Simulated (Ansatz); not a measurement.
# C2H4O2: the cost of one run

Program: Ansatz 0.2.0, driven from Python. Level of theory: PBE0+D4/6-31G*. These are calculated values, not measurements.

## Step 1: The system

Bond lengths: C1–C2 1.493 Å, C2–O3 1.219 Å, C2–O4 1.346 Å, C1–H5 1.093 Å, C1–H6 1.094 Å, C1–H7 1.093 Å, O4–H8 0.980 Å. Angles: C1–C2–O3 126.6°, C1–C2–O4 112.4°, O3–C2–O4 121.0°, C2–C1–H5 109.8°, C2–C1–H6 109.3°, C2–C1–H7 109.8°, H5–C1–H6 108.6°, H5–C1–H7 110.6°, H6–C1–H7 108.6°, C2–O4–H8 104.1°.

No structure file is read: the coordinates are typed or built in the script.

## Step 2: Script

The input, opt.py:

```python
"""Minimum-energy structure of C2H4O2."""

import itertools
import warnings

import ansatz as az
from ase.data import atomic_numbers, covalent_radii
import numpy as np

BASIS_SET = "6-31G*"
FUNCTIONAL = "PBE0"
VDW = "d4"

warnings.simplefilter("ignore", az.DeckWarning)

system = (
    az.Crystal.molecule()
    .atom("C", [-0.9539, -0.0742, -0.1129])
    .atom("C", [0.4857, 0.2949, 0.0279])
    .atom("O", [0.9577, 1.4164, -0.041])
    .atom("O", [1.2706, -0.7753, 0.2509])
    .atom("H", [-1.3075, -0.5447, 0.8079])
    .atom("H", [-1.5431, 0.8297, -0.2918])
    .atom("H", [-1.0821, -0.7484, -0.9632])
    .atom("H", [2.1725, -0.3983, 0.3223])
)

calculation = system.calculation().basis(gaussian=BASIS_SET).functional(FUNCTIONAL, dispersion=VDW)
symbols = [site.symbol for site in system.cartesian_sites]
start = np.array([site.position_ang for site in system.cartesian_sites], dtype=float)
rep = calculation.relax(force_tolerance=0.01).run(threads=1).report
end = np.array(rep["positions_ang"])

print(f"E = {rep['free_energy_ev']:.6f} eV = {rep['free_energy_ev'] / 27.211386246:.7f} Ha")
print("converged:", rep["converged"], " doubts:", rep["published_state_doubts"] or "none")

# pairs closer than 1.2 times the sum of covalent radii, before or after
radius = [covalent_radii[atomic_numbers[s]] for s in symbols]
span = lambda where, i, j: np.linalg.norm(where[i] - where[j])
bonded = [(i, j) for i, j in itertools.combinations(range(len(symbols)), 2) if min(span(start, i, j), span(end, i, j)) < 1.2 * (radius[i] + radius[j])]
print("pair        before    after (A)")
for i, j in bonded:
    print(f"{symbols[i]}{i}-{symbols[j]}{j}".ljust(10), f"{span(start, i, j):8.4f} {span(end, i, j):8.4f}")
for first, second in list(itertools.combinations(bonded, 2)):
    shared = set(first) & set(second)
    if shared and symbols[(j := shared.pop())] != "H":
        i, k = sorted((set(first) | set(second)) - {j})
        u, v = end[i] - end[j], end[k] - end[j]
        angle = np.degrees(np.arccos(np.clip(u @ v / np.linalg.norm(u) / np.linalg.norm(v), -1, 1)))
        print(f"final angle {symbols[i]}{i}-{symbols[j]}{j}-{symbols[k]}{k}: {angle:.2f} deg")
with open("c2h4o2_opt.xyz", "w") as handle:
    handle.write(f"{len(symbols)}\nrelaxed C2H4O2\n")
    handle.writelines(f"{s:2s} {x:11.6f} {y:11.6f} {z:11.6f}\n" for s, (x, y, z) in zip(symbols, end))
```

## Step 3: The input behind the calls

The engine receives this input:

```yaml
crystal:
  periodic: [false, false, false]
  atoms:
    - { symbol: C, position_ang: [-0.9539, -0.0742, -0.1129] }
    - { symbol: C, position_ang: [0.4857, 0.2949, 0.0279] }
    - { symbol: O, position_ang: [0.9577, 1.4164, -0.041] }
    - { symbol: O, position_ang: [1.2706, -0.7753, 0.2509] }
    - { symbol: H, position_ang: [-1.3075, -0.5447, 0.8079] }
    - { symbol: H, position_ang: [-1.5431, 0.8297, -0.2918] }
    - { symbol: H, position_ang: [-1.0821, -0.7484, -0.9632] }
    - { symbol: H, position_ang: [2.1725, -0.3983, 0.3223] }
basis:
  gaussian:
    orbitals: "6-31G*"
hamiltonian:
  xc: pbe0
  dispersion: d4
relax:
  f_tol: 0.01
```

## Step 4: Launch

Launch:

```console
> python opt.py
```

**Question.** How long does this script take on 1 thread of Intel Xeon 6975P-C (Granite Rapids), shared host, and how much memory does it need?

About 6.7 s, with a peak of 0.21 GiB.
